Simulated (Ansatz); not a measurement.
A (101) slab of Si₂Mo (I4/mmm (No. 139)), 12 planes, outer planes Mo (top) and Si (bottom), with 12 atoms (Si8Mo4) in a surface cell of A = 13.679 Å², as cut from the bulk:

```xyz
12
Lattice="3.2168 0.0000 0.0000 -1.6084 4.2524 0.0000 0.0000 0.0000 25.9136" Properties=species:S:1:pos:R:3 pbc="T T T"
Si    1.6084    1.8102    7.5000
Si    0.0000    3.6590    8.4821
Mo    0.0000    1.2167    9.4800
Si    1.6084    3.0269   10.4779
Si    1.6084    0.6233   11.4600
Mo    0.0000    2.4335   12.4578
Si    1.6084    4.2436   13.4557
Si    1.6084    1.8400   14.4378
Mo    0.0000    3.6502   15.4357
Si    0.0000    1.2079   16.4336
Si    1.6084    3.0567   17.4157
Mo    1.6084    0.6145   18.4136
```

Theory: DFT PBE, scalar-relativistic, plane waves, PAW in Ansatz 0.2.0. Cutoff 420 eV; k points 11×8×1 on the computed 12-atom cell (Γ-centred); Gaussian smearing, width 0.10 eV; no spin polarisation. A dipole correction removes the field between periodic images along c.

Against the same 12 atoms in the bulk, the slab as cut lies 5.654 eV higher and the relaxed slab 5.394 eV higher.

Task: Work out the surface energy before and after relaxation.

Result: The slab has two faces, so γ = (E_slab − N·E_bulk)/(2A), the mean of both. As cut: 5.654/(2 × 13.679) = 0.2067 eV/Å², and 1 eV/Å² = 16.02 J/m², so γ = 3.31 J/m². Relaxed: 5.394/(2 × 13.679) = 0.1972 eV/Å² = 3.16 J/m². Relaxation recovers 5 % of the cost of cutting.

Task: What is the ideal work of this cut, per area?

Result: Griffith's ideal work is 2γ: 6.62 J/m² if the new faces stay rigid, 6.32 J/m² if they relax. Other cuts parallel to this plane can cost less. One thickness was run, 12 planes, so γ can still shift with it.